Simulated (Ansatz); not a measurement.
A plane-wave DFT run in Ansatz 0.2.0 (scalar-relativistic PAW potentials unless the input names others): input and command.

```yaml
crystal:
  lattice:
    - [0.0, 4.4031742015, -4.4031742015]
    - [4.4031742015, 4.4031742015, 0.0]
    - [4.4031742015, 0.0, -4.4031742015]
  atoms:
    - { symbol: Al, position: [0.0, 0.0, 0.5] }
    - { symbol: Al, position: [0.0, 0.5, 0.5] }
    - { symbol: Al, position: [0.5, 0.0, 0.5] }
    - { symbol: Al, position: [0.5, 0.5, 0.5] }
    - { symbol: Al, position: [0.0, 0.0, 1.0] }
    - { symbol: Al, position: [0.0, 0.5, 1.0] }
    - { symbol: Al, position: [0.5, 0.0, 1.0] }
    - { symbol: Al, position: [0.5, 0.5, 1.0] }
    - { symbol: "N", position: [0.125, 0.125, 0.125] }
    - { symbol: "N", position: [0.125, 0.625, 0.125] }
    - { symbol: "N", position: [0.625, 0.125, 0.125] }
    - { symbol: "N", position: [0.625, 0.625, 0.125] }
    - { symbol: "N", position: [0.125, 0.125, 0.625] }
    - { symbol: "N", position: [0.125, 0.625, 0.625] }
    - { symbol: "N", position: [0.625, 0.125, 0.625] }
    - { symbol: "N", position: [0.625, 0.625, 0.625] }
basis:
  ecutwfc: 420
  xc_grid: 2
kpoints:
  mp_grid: { grid: [4, 4, 4], shift: [0.0, 0.0, 0.0] }
hamiltonian:
  xc: pbe
scf:
  max_iter: 60
output:
  forces: true
  eigenvalues: true
  stress: true
```

```bash
ansatz run input.yaml --threads 4 --pin off --max-ram 8192MiB --backend cpu --events-out ev --progress --plain --runs-dir out
```

Question: What is wrong with this input?

Answer: The program refuses it, because of no occupation method (scf.occupations: {"method": "gaussian", "width": 0.01} → not typed). With the sound run's settings it is accepted.

Abridged log:
```
Error: YAML parse error: `scf.occupations.method` is required: fixed only where the cell keeps a band gap throughout the run, explicit beside scf.occupations.values (under evaluate: without them), else a smearing such as fermi_dirac (scf.occupations.width is optional; its entry in the input reference gives the default)
```